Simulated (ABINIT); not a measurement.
Here is an ABINIT 10.8.3 (patched build) calculation.

File run.abi:

```
# Datasets
ndtset 3

# Pseudopotentials
pp_dirpath "./"
pseudos "As.upf"

# Structure
acell 3*1.0 Angstrom
rprim
     1.8250000000    -5.5000000000     0.0000000000
     1.8250000000     5.5000000000     0.0000000000
     0.0000000000     0.0000000000     4.4700000000
ntypat 1
znucl 33
natom 4
typat 1 1 1 1
chkprim 0
chksymtnons 0
tolsym 1.0e-6
xred
   0.3900000000   0.6100000000   0.5600000000
   0.8900000000   0.1100000000   0.9400000000
   0.6100000000   0.3900000000   0.4400000000
   0.1100000000   0.8900000000   0.0600000000

# Plane-wave basis
ecut 40.0

# k points
ngkpt 8 8 8
nshiftk 1
shiftk 0.0 0.0 0.0
istwfk *1

# Exchange and correlation
ixc 7

# Bands and occupations
occopt 1

# SCF cycle
nstep 80
diemac 6.0

# Output
iomode 3
prteig 0
prtebands 0

# Dataset 1: ground state
nband1 30
tolvrs1 1.0e-12
prtden1 1
prtwf1 0
kptopt1 1

# Dataset 2: empty bands at fixed density
iscf2 -2
getden2 1
nband2 40
nbdbuf2 4
tolwfr2 1.0e-12
nstep2 120
prtden2 0
kptopt2 1

# Dataset 3: wave functions and velocity matrix elements in the full zone
optdriver3 8
wfk_task3 "wfk_optics_fullbz"
getwfk3 2
nband3 36
kptopt3 1
prtevk3 1
inclvkb3 2
```

The input optic.abi:

```
&FILES
 ddkfile_1 = 'runo_DS3_1_EVK.nc',
 ddkfile_2 = 'runo_DS3_2_EVK.nc',
 ddkfile_3 = 'runo_DS3_3_EVK.nc',
 wfkfile = 'runo_DS3_WFK.nc'
/
&PARAMETERS
 broadening = 0.003675,
 domega = 0.002,
 maxomega = 0.8,
 scissor = 0.036749,
 tolerance = 0.002
/
&COMPUTATIONS
 num_lin_comp = 3,
 lin_comp = 11,22,33,
 num_nonlin_comp = 0
/
```

Potentials or basis: PseudoDojo NC SR LDA v0.4.1 standard.

The run is started by

```console
$ mpirun --bind-to none -np 4 abinit run.abi > log 2>&1
$ optic optic.abi > optic.log 2>&1
```

Question: What does it give for the pressure?

Answer: -2.1 GPa.

Question: Predict the largest force.

Answer: 0.199 eV/Å.

Stress tensor (GPa, compression positive):
```
-1.08  0.00  0.00
 0.00 -2.24  0.00
 0.00  0.00 -2.89
```

Caveat: the scissor shift was typed, not computed.
